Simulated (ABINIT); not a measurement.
Crystal: P.

```
P
1.0
    -1.69151    2.51517    1.85894
     1.69151   -2.51517    1.85894
     1.69151    2.51517   -1.85894
P
2
Cartesian
  1.6915 1.2576 1.6607
  0.0000 1.2576 0.1982
```

This isn't the form of P at room conditions, which is orthorhombic.

* Program: ABINIT 10.8.3 (patched build)
* Task: relaxation of cell and atoms
* Functional: LDA
* Potentials or basis: PseudoDojo NC SR LDA v0.4.1 standard
* Cutoff: 653 eV
* k mesh: 8 × 8 × 8
* Occupations: fermi-dirac, width 0.05 eV
* Spin: no spin polarisation

At the start: pressure -2.3 GPa; volume 15.82 Å³/atom.

**Question.** Where does the relaxation end?

**Answer.** Over 12 steps the energy falls by 13.8 meV/atom and the volume is 14.97 Å³/atom (-5.3 %); space group Imma (No. 74, to 0.05 Å).

Step by step:
```tsv
step	energy change (eV)	largest force (eV/Å)	pressure (GPa)	volume (Å³)
1	0.0000	0.2743	-2.33	31.63
2	-0.0046	0.2783	-1.87	31.41
3	-0.0203	0.2166	1.61	29.88
4	-0.0225	0.1660	1.03	29.99
5	-0.0267	0.0292	-0.17	30.05
6	-0.0271	0.0443	-0.19	30.01
7	-0.0274	0.0359	-0.11	29.94
8	-0.0275	0.0173	-0.03	29.93
9	-0.0275	0.0031	0.00	29.94
10	-0.0275	0.0007	0.00	29.95
11	-0.0276	0.0010	0.00	29.95
12	-0.0276	0.0004	0.00	29.94
```

Final structure:
```cif
data_structure
_symmetry_space_group_name_H-M 'P 1'
_symmetry_Int_Tables_number 1
_cell_length_a 3.4913
_cell_length_b 3.4913
_cell_length_c 3.4913
_cell_angle_alpha 122.202
_cell_angle_beta 89.652
_cell_angle_gamma 118.241
_cell_volume 29.94
loop_
_atom_site_label
_atom_site_type_symbol
_atom_site_fract_x
_atom_site_fract_y
_atom_site_fract_z
_atom_site_occupancy
P1 P 0.70850 0.95850 0.75000 1
P2 P 0.29150 0.04150 0.25000 1
```
